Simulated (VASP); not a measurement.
# Sc (I4/mmm) in VASP: further runs

The runs below take Sc through single point, atomic charges, relaxation of cell and atoms, with PBE, PBE+D2+U, r2SCAN, PBE+TS-HI.

Program: VASP 6.6.1. These are calculated values, not measurements. Logs are shortened: lines on timing, memory, paths and dates and some standing lists are left out, and cuts for length are marked.

**1. The structure**

Symmetry: I4/mmm, No. 139, tetragonal system. Conventional cell: a = 3.834 Å, b = 3.834 Å, c = 3.435 Å, α = 90.00°, β = 90.00°, γ = 90.00°. Sc (site symmetry 4/mmm) is surrounded by 10 Sc at 3.21 to 3.44 Å.

This isn't the form of Sc at room conditions, which is hcp.

**2. Single point, PBE**

INCAR

```
SYSTEM = Sc
PREC = Accurate ; ENCUT = 520
EDIFF = 1E-7 ; ISMEAR = 0
SIGMA = 0.02 ; LREAL = .FALSE.
LASPH = .TRUE. ; NELM = 100
ALGO = Normal ; ISIF = 2
LWAVE = .FALSE. ; LCHARG = .FALSE.
GGA = PE
```

KPOINTS

```
regular mesh
0
G
  10 10 10
  0 0 0
```

POSCAR

```
Sc
3.2096
   -0.597334710213      0.597334710213      0.535145500997
    0.597334710213     -0.597334710213      0.535145500997
    0.597334710213      0.597334710213     -0.535145500997
Sc
1
Direct
    0.0000000000      0.0000000000      0.0000000000
```

Potentials or basis: VASP PAW PBE potentials, release 64 (Sc_sv).

Command:

```sh
$ cat potpaw_PBE.64/Sc_sv/POTCAR > POTCAR
$ mpirun -np 1 vasp_std > vasp.out
```

OUTCAR:

```text
SYSTEM = Sc
   PREC = Accurate
   ENCUT = 520
   EDIFF = 1E-7
   ISMEAR = 0
   LREAL = .FALSE.
   LASPH = .TRUE.
   NELM = 100
   ISIF = 2
   GGA = PE

 ion  position               nearest neighbor table
   1  0.000  0.000  0.000-

  LATTYP: Found a body centered tetragonal cell.
 ALAT       =     3.8344109718
 C/A-ratio  =     0.8958888406

  Lattice vectors:

 A1 = (  -1.9172054859,   1.9172054859,   1.7176030000)
 A2 = (   1.9172054859,  -1.9172054859,   1.7176030000)
 A3 = (   1.9172054859,   1.9172054859,  -1.7176030000)

Analysis of symmetry for initial positions (statically):
=====================================================================
 Subroutine PRICEL returns:
 Original cell was already a primitive cell.

 Routine SETGRP: Setting up the symmetry group for a
 body centered tetragonal supercell.

 Subroutine GETGRP returns: Found 16 space group operations
 (whereof 16 operations were pure point group operations)
 out of a pool of 16 trial point group operations.

The static configuration has the point symmetry D_4h.

Analysis of symmetry for dynamics (positions and initial velocities):
=====================================================================
 Subroutine PRICEL returns:
 Original cell was already a primitive cell.

 Routine SETGRP: Setting up the symmetry group for a
 body centered tetragonal supercell.

 Subroutine GETGRP returns: Found 16 space group operations
 (whereof 16 operations were pure point group operations)
 out of a pool of 16 trial point group operations.

The dynamic configuration has the point symmetry D_4h.

 Subroutine INISYM returns: Found 16 space group operations
 (whereof 16 operations are pure point group operations),
 and found     1 'primitive' translations

----------------------------------------------------------------------------------------

                                     Primitive cell

  volume of cell :      25.2534

  direct lattice vectors                    reciprocal lattice vectors
    -1.917205486  1.917205486  1.717603000     0.000000000  0.260796249  0.291103357
     1.917205486 -1.917205486  1.717603000     0.260796249  0.000000000  0.291103357
     1.917205486  1.917205486 -1.717603000     0.260796249  0.260796249  0.000000000

  length of vectors
     3.209597142  3.209597142  3.209597142     0.390839927  0.390839927  0.368821593

  position of ions in fractional coordinates (direct lattice)
     0.000000000  0.000000000  0.000000000

  ion indices of the primitive-cell ions
   primitive index   ion index
                 1           1

----------------------------------------------------------------------------------------

 KPOINTS: regular mesh

Automatic generation of k-mesh.
 Grid dimensions read from file:
 generate k-points for:   10   10   10

 Generating k-lattice:

  Cartesian coordinates                     Fractional coordinates (reciprocal lattice)
     0.000000000  0.026079625  0.029110336     0.100000000  0.000000000  0.000000000
     0.026079625  0.000000000  0.029110336     0.000000000  0.100000000  0.000000000
     0.026079625  0.026079625  0.000000000     0.000000000  0.000000000  0.100000000

  Length of vectors
     0.039083993  0.039083993  0.036882159

  Shift w.r.t. Gamma in fractional coordinates (k-lattice)
     0.000000000  0.000000000  0.000000000

 Subroutine IBZKPT returns following result:
 ===========================================

 Found    102 irreducible k-points:

 Following reciprocal coordinates:
            Coordinates               Weight
  0.000000  0.000000  0.000000      1.000000
  0.100000  0.000000 -0.000000      8.000000
  0.200000  0.000000 -0.000000      8.000000
  0.300000  0.000000  0.000000      8.000000
  0.400000  0.000000  0.000000      8.000000
  0.500000  0.000000  0.000000      4.000000
[... 16 lines left out ...]
  0.300000  0.300000  0.000000      8.000000
  0.400000  0.300000  0.000000     16.000000
 [... further k-points ...]
   k-points           NKPTS =    102   k-points in BZ     NKDIM =    102   number of bands    NBANDS=      9
   number of dos      NEDOS =    301   number of ions     NIONS =      1
   total plane-waves  NPLWV =  13824
   dimension x,y,z NGX =    24 NGY =   24 NGZ =   24
   dimension x,y,z NGXF=    48 NGYF=   48 NGZF=   48
   ions per type =               1
   NGX,Y,Z   is equivalent  to a cutoff of  12.43, 12.43, 12.43 a.u.
   NGXF,Y,Z  is equivalent  to a cutoff of  24.86, 24.86, 24.86 a.u.
 SYSTEM =  Sc
   PREC   = accura    normal or accurate (medium, high low for compatibility)
   ISTART =      0    job   : 0-new  1-cont  2-samecut
   ICHARG =      2    charge: 1-file 2-atom 10-const
   ISPIN  =      1    spin polarized calculation?
   LNONCOLLINEAR =      F non collinear calculations
   LSORBIT =      F    spin-orbit coupling
   LASPH  =      T    aspherical Exc in radial PAW
   ENCUT  =  520.0 eV  38.22 Ry    6.18 a.u.   5.97  5.97  5.97*2*pi/ulx,y,z
   NELM   =    100;   NELMIN=  2; NELMDL= -5     # of ELM steps
   EDIFF  = 0.1E-06   stopping-criterion for ELM
   LREAL  =      F    real-space projection
   EDIFFG = 0.1E-05   stopping-criterion for IOM
   NSW    =      0    number of steps for IOM
   IBRION =     -1    ionic relax: 0-MD 1-quasi-New 2-CG
   NFREE  =      0    steps in history (QN), initial steepest desc. (CG)
   ISIF   =      2    stress and relaxation
   ISYM   =      2    0-nonsym 1-usesym 2-fastsym
   POTIM  = 0.5000    time-step for ionic-motion
   TEBEG  =    0.0;   TEEND  =   0.0 temperature during run
   PSTRESS=    0.0 pullay stress
   NELECT =      11.0000    total number of electrons
   NUPDOWN=      -1.0000    fix difference up-down
   EMIN   =  10.00;   EMAX   =-10.00  energy-range for DOS
   EFERMI =   0.00;   METHOD = LEGACY
   ISMEAR =     0;   SIGMA  =   0.02  broadening in eV -4-tet -1-fermi 0-gaus
   EFERMI_NEDOS =   21; number of points for ismear=-14 and -15
   IALGO  =     38    algorithm
   IMIX   =      4    mixing-type and parameters
     AMIX     =   0.40;   BMIX     =  1.00
     AMIX_MAG =   1.60;   BMIX_MAG =  1.00
  volume/ion in A,a.u.               =      25.25       170.42
  Fermi-wavevector in a.u.,A,eV,Ry     =   1.240983  2.345117 20.953486  1.540038
  Thomas-Fermi vector in A             =   2.375400
   LORBIT       =      0    0 simple, 1 ext, 2 COOP (PROOUT), +10 PAW based schemes
   GGA     = PE    functional components
   LHFCALC =     F    Hartree Fock is set to
   AEXX    =    0.0000 exact exchange contribution
   IVDW    =     0    specifies the selected vdW correction
   LEPSILON=     F    determine dielectric tensor
   LRPA    =     F    only Hartree local field effects (RPA)
 non-spin polarized calculation
 Gauss-broadening in eV      SIGMA  =   0.02
  energy-cutoff  :      520.00
  volume of cell :       25.25
 maximum number of plane-waves:       700
   NGX = 11   NGY = 11   NGZ = 11

 number of electron      11.0000004 magnetization

 Free energy of the ion-electron system (eV)
  ---------------------------------------------------
  ext. energy  EPLUGINS =         0.00000000
  ---------------------------------------------------
  free energy    TOTEN  =        -6.13906767 eV

  energy without entropy =       -6.13853566  energy(sigma->0) =       -6.13880166

 E-fermi :   3.6436     XC(G=0):  -9.7846

 val. band max:        3.6427496084   @ k =  -0.2000  -0.4000   0.1000
 cond. band min:       3.6575937087   @ k =  -0.4000   0.4000   0.1000
 fundamental gap:      0.0148441003
 Fermi energy:         3.6436328932

 k-point     1 :       0.0000    0.0000    0.0000
  band No.  band energies     occupation
      1     -46.0016      2.00000
      2     -24.4322      2.00000
      3     -24.4322      2.00000
      4     -24.4031      2.00000
      5      -1.5374      2.00000
      6       4.6571      0.00000
      7       5.3439      0.00000
      8       5.3439      0.00000
      9       5.9792      0.00000

 k-point     2 :       0.1000    0.0000   -0.0000
  band No.  band energies     occupation
      1     -45.9958      2.00000
      2     -24.4571      2.00000
      3     -24.4439      2.00000
      4     -24.4163      2.00000
      5      -1.2652      2.00000
      6       4.6745      0.00000
      7       5.2478      0.00000
      8       5.3669      0.00000
      9       6.0178      0.00000

 k-point     3 :       0.2000    0.0000   -0.0000
  band No.  band energies     occupation
      1     -45.9808      2.00000
      2     -24.5460      2.00000
      3     -24.4745      2.00000
      4     -24.4260      2.00000
      5      -0.4969      2.00000
      6       4.4650      0.00000
      7       4.8531      0.00000
      8       5.7540      0.00000
      9       6.2268      0.00000

 k-point     4 :       0.3000    0.0000    0.0000
  band No.  band energies     occupation
      1     -45.9621      2.00000
      2     -24.6580      2.00000
      3     -24.5120      2.00000
      4     -24.4336      2.00000
      5       0.5948      2.00000
      6       4.0994      0.00000
      7       4.3480      0.00000
      8       6.4072      0.00000
      9       6.5049      0.00000
[... 205 lines left out ...]
 k-point    22 :      -0.2000    0.2000    0.0000
  band No.  band energies     occupation
      1     -45.9835      2.00000
      2     -24.5596      2.00000
      3     -24.4357      2.00000
      4     -24.4271      2.00000
      5      -0.6123      2.00000
      6       4.4481      0.00000
      7       5.0288      0.00000
      8       5.7115      0.00000
      9       5.9998      0.00000

 k-point    23 :       0.3000    0.3000    0.0000
  band No.  band energies     occupation
      1     -45.9363      2.00000
      2     -24.7045      2.00000
      3     -24.6355      2.00000
      4     -24.4784      2.00000
      5       3.0121      2.00000
      6       3.2803      2.00000
      7       3.8118      0.00000
      8       6.3015      0.00000
      9       7.0296      0.00000

 k-point    24 :       0.4000    0.3000    0.0000
  band No.  band energies     occupation
      1     -45.9384      2.00000
      2     -24.7034      2.00000
      3     -24.6295      2.00000
      4     -24.4687      2.00000
      5       2.8993      2.00000
      6       3.4182      2.00000
      7       3.7499      0.00000
      8       6.4281      0.00000
      9       6.6038      0.00000

 [... further k-points ...]

------------------------ aborting loop because EDIFF is reached ----------------------------------------

  FORCE on cell =-STRESS in cart. coord.  units (eV):
  Direction    XX          YY          ZZ          XY          YZ          ZX
  --------------------------------------------------------------------------------------
  -------------------------------------------------------------------------------------
  Total       -0.1671174     -0.1671174     -0.0629125      0.0000000      0.0000000      0.0000000
  in kB      -10.6025935    -10.6025935     -3.9914208      0.0000000      0.0000000      0.0000000
  external PRESSURE =      -8.3988693 kB  Pullay stress =       0.0000000 kB

 VOLUME and BASIS-vectors are now :
 -----------------------------------------------------------------------------
  energy-cutoff  :      520.00
  volume of cell :       25.25
      direct lattice vectors                 reciprocal lattice vectors
    -1.917205486  1.917205486  1.717603000     0.000000000  0.260796249  0.291103357
     1.917205486 -1.917205486  1.717603000     0.260796249  0.000000000  0.291103357
     1.917205486  1.917205486 -1.717603000     0.260796249  0.260796249  0.000000000

 POSITION                                       TOTAL-FORCE (eV/Angst)
 -----------------------------------------------------------------------------------
      0.00000      0.00000      0.00000        -0.000000      0.000000      0.000000
 -----------------------------------------------------------------------------------
    total drift:                                0.000000      0.000000     -0.000000

  FREE ENERGIE OF THE ION-ELECTRON SYSTEM (eV)
  ---------------------------------------------------
  free  energy   TOTEN  =        -6.1390676668 eV

  energy  without entropy=       -6.1385356607  energy(sigma->0) =       -6.13880166
```

Wall time 21 s (1 thread of Intel Xeon Platinum 8375C at 2.90GHz (Ice Lake), shared host); peak memory 0.14 GiB.

Results:

| Property | Result |
| --- | --- |
| Free energy | -6.1391 eV |
| Pressure | -0.8 GPa |
| Band gap on the k mesh | none (metal or under the smearing width) |

**3. Single point, PBE**

run.py

```python
from ase import Atoms
from ase.calculators.vasp import Vasp
from ase.dft.bandgap import bandgap

atoms = Atoms(
    ['Sc'],
    cell=[[-1.9172054859, 1.9172054859, 1.717603], [1.9172054859, -1.9172054859, 1.717603], [1.9172054859, 1.9172054859, -1.717603]],
    scaled_positions=[[0.0, 0.0, 0.0]],
    pbc=True,
)
calc = Vasp(
    directory='calc',
    xc='pbe',
    pp='PBE',
    setups='recommended',
    prec='Accurate',
    encut=520,
    ediff=1e-06,
    ismear=0,
    sigma=0.02,
    lreal=False,
    lasph=True,
    nelm=60,
    algo='Fast',
    isif=2,
    lwave=False,
    lcharg=False,
    kpts=[10, 10, 10],
    gamma=True,
    nbands=12,
)
atoms.calc = calc

print('energy (eV):', atoms.get_potential_energy())
print('free energy (eV):', atoms.get_potential_energy(force_consistent=True))
print('forces (eV/A):')
print(atoms.get_forces())
print('stress (eV/A^3, Voigt):', atoms.get_stress())
print('Fermi level (eV):', calc.get_fermi_level())
gap, top, bottom = bandgap(calc)
print('band gap (eV):', gap, 'from (spin, k, band)', top, 'to', bottom)
```

Potentials or basis: VASP PAW PBE potentials, release 64 (Sc_sv).

Command:

```sh
$ python run.py
```

Wall time 26 s (1 thread of Intel Xeon Platinum 8375C at 2.90GHz (Ice Lake), shared host); peak memory 0.15 GiB.

Results (log left out):

* Free energy: -6.1391 eV
* Pressure: -0.8 GPa
* Band gap on the k mesh: none (metal or under the smearing width)

Stress tensor (GPa, compression positive):
```
-1.07  0.00  0.00
 0.00 -1.07  0.00
 0.00  0.00 -0.40
```

Levels at points of the mesh, in eV from the Fermi level:
| k point | band 3 | band 4 | band 5 | band 6 | band 7 | band 8 |
| --- | --- | --- | --- | --- | --- | --- |
| (0.00, 0.00, 0.00) | -28.08 | -28.05 | -5.18 | 1.01 | 1.70 | 1.70 |
| (0.50, 0.00, 0.00) | -28.20 | -28.09 | -1.69 | 0.06 | 0.63 | 2.73 |
| (0.50, 0.50, 0.00) | -28.14 | -28.06 | -1.83 | 0.06 | 0.86 | 2.24 |
| (0.50, 0.50, 0.50) | -28.35 | -28.25 | -1.28 | -1.06 | 3.72 | 3.72 |

**4. Single point, PBE+D2+U (cell strained at random at fixed volume)**

Edit run.py of step 3 so:

```diff
@@ -6,3 +6,3 @@
     ['Sc'],
-    cell=[[-1.9172054859, 1.9172054859, 1.717603], [1.9172054859, -1.9172054859, 1.717603], [1.9172054859, 1.9172054859, -1.717603]],
+    cell=[[-1.911804, 1.940305, 1.813544], [1.836004, -1.929215, 1.716556], [1.887173, 1.904583, -1.801165]],
     scaled_positions=[[0.0, 0.0, 0.0]],
@@ -17,9 +17,9 @@
     encut=520,
-    ediff=1e-06,
-    ismear=0,
-    sigma=0.02,
+    ediff=1e-07,
+    ismear=-4,
+    sigma=0.1,
     lreal=False,
-    lasph=True,
-    nelm=60,
-    algo='Fast',
+    lasph=False,
+    nelm=80,
+    algo='Normal',
     isif=2,
@@ -27,5 +27,10 @@
     lcharg=False,
+    lmaxmix=4,
+    ldautype=2,
+    ldauprint=1,
+    ivdw=1,
+    isym=1,
+    ldau_luj={'Sc': {'L': 2, 'U': 8, 'J': 0}},
     kpts=[10, 10, 10],
     gamma=True,
-    nbands=12,
 )
```

Potentials or basis: VASP PAW PBE potentials, release 64 (Sc_sv).

Command:

```sh
$ python run.py
```

What it wrote:

```text
energy (eV): -3.76649833
free energy (eV): -3.76649833
forces (eV/A):
[[0. 0. 0.]]
stress (eV/A^3, Voigt): [-0.05525957 -0.0533507  -0.07531682  0.00319884 -0.02206754 -0.00801302]
Fermi level (eV): 4.71980841
band gap (eV): 0.0 from (spin, k, band) (None, None, None) to (None, None, None)
```

OUTCAR:

```text
ENCUT = 520.000000
   EDIFF = 1.00e-07
   GGA = PE
   PREC = Accurate
   ISIF = 2
   ISMEAR = -4
   ISYM = 1
   NELM = 80
   IVDW = 1
   LASPH = .FALSE.
   LREAL = .FALSE.
  IVDW =   1

 ion  position               nearest neighbor table
   1  0.000  0.000  0.000-

  LATTYP: Found a triclinic cell.
 ALAT       =     3.1527910527
 B/A-ratio  =     1.2195501564
 C/A-ratio  =     1.1199381976
 COS(alpha) =     0.0064970133
 COS(beta)  =     0.5378279959
 COS(gamma) =     0.6056812538

  Lattice vectors:

 A1 = (   1.8113730000,   1.9156730000,   1.7289350000)
 A2 = (  -0.0246310000,   3.8448880000,   0.0123790000)
 A3 = (  -0.0758000000,   0.0110900000,   3.5301000000)

Analysis of symmetry for initial positions (statically):
=====================================================================
 Subroutine PRICEL returns:
 Original cell was already a primitive cell.

 Routine SETGRP: Setting up the symmetry group for a
 triclinic supercell.

 Subroutine GETGRP returns: Found  2 space group operations
 (whereof  2 operations were pure point group operations)
 out of a pool of  2 trial point group operations.

[... 205 lines left out ...]
 Fermi energy:         4.7198084122

 k-point     1 :       0.0000    0.0000    0.0000
  band No.  band energies     occupation
      1     -47.3493      2.00000
      2     -25.7016      2.00000
      3     -25.6901      2.00000
      4     -25.6632      2.00000
      5      -1.5910      2.00000
      6       6.8792      0.00000
      7       7.3704      0.00000
      8       7.5148      0.00000
      9       8.0906      0.00000
[... 265 lines left out ...]
 k-point    24 :      -0.3000    0.2000   -0.0000
  band No.  band energies     occupation
      1     -47.3238      2.00000
      2     -25.8503      2.00000
      3     -25.7265      2.00000
      4     -25.6965      2.00000
      5      -0.0060      2.00000
      6       5.8812      0.00000
      7       6.6427      0.00000
      8       7.8753      0.00000
      9       8.5597      0.00000

 [... further k-points ...]

------------------------ aborting loop because EDIFF is reached ----------------------------------------

  DFT-D2 method for vdW energy calculation

  Number of pair interactions contributing to vdW energy:   20738

  Edisp (eV):   -0.35670

  FORCE on cell =-STRESS in cart. coord.  units (eV):
  Direction    XX          YY          ZZ          XY          YZ          ZX
  --------------------------------------------------------------------------------------
  -------------------------------------------------------------------------------------
  Total       1.39549     1.34729     1.90201     0.20236    -0.08078     0.55728
  in kB      88.53559    85.47725   120.67085    12.83827    -5.12511    35.35610
  external pressure =       98.23 kB  Pullay stress =        0.00 kB

 VOLUME and BASIS-vectors are now :
 -----------------------------------------------------------------------------
  energy-cutoff  :      520.00
  volume of cell :       25.25
      direct lattice vectors                 reciprocal lattice vectors
    -1.911804000  1.940305000  1.813544000     0.008137957  0.259227750  0.282638458
     1.836004000 -1.929215000  1.716556000     0.275165014  0.000831697  0.289183956
     1.887173000  1.904583000 -1.801165000     0.270433136  0.261801992  0.004984405

 POSITION                                       TOTAL-FORCE (eV/Angst)
 -----------------------------------------------------------------------------------
      0.00000      0.00000      0.00000         0.000000      0.000000      0.000000
 -----------------------------------------------------------------------------------
    total drift:                               -0.000000      0.000000      0.000000

  FREE ENERGIE OF THE ION-ELECTRON SYSTEM (eV)
  ---------------------------------------------------
  free  energy   TOTEN  =        -3.7664983334 eV

  energy  without entropy=       -3.7664983334  energy(sigma->0) =       -3.76649833
```

INCAR:

```text
ENCUT = 520.000000
SIGMA = 0.100000
EDIFF = 1.00e-07
ALGO = Normal
GGA = PE
PREC = Accurate
ISIF = 2
ISMEAR = -4
ISYM = 1
LDAUPRINT = 1
LDAUTYPE = 2
LMAXMIX = 4
NELM = 80
IVDW = 1
LASPH = .FALSE.
LCHARG = .FALSE.
LWAVE = .FALSE.
LREAL = .FALSE.
LDAU = .TRUE.
LDAUL = 2
LDAUU = 8.000
LDAUJ = 0.000
```

It took 87 s on 1 thread of Intel Xeon Platinum 8375C at 2.90GHz (Ice Lake), shared host; peak memory 0.24 GiB.

Results:

| Item | Value |
| --- | --- |
| Free energy | -3.7665 eV |
| Pressure | 9.8 GPa |
| Band gap on the k mesh | none (metal or under the smearing width) |
| Dispersion energy per atom | -0.357 eV |

Eigenvalues of the final occupation matrices:
```
    site  spin  trace               eigenvalues
site 1 d     1   0.27  0.03 0.04 0.04 0.08 0.09
site 1 d     2   0.27  0.03 0.04 0.04 0.08 0.09
```

Caveat: atom-pairwise D2, TS and ULG terms overbind metals; U without spin polarisation on a metal has little footing; pairwise dispersion overbinds metals, which lowers pressure and volume; the U is typed as a test and isn't derived for this compound.

(Continued in part 2 of 2.)
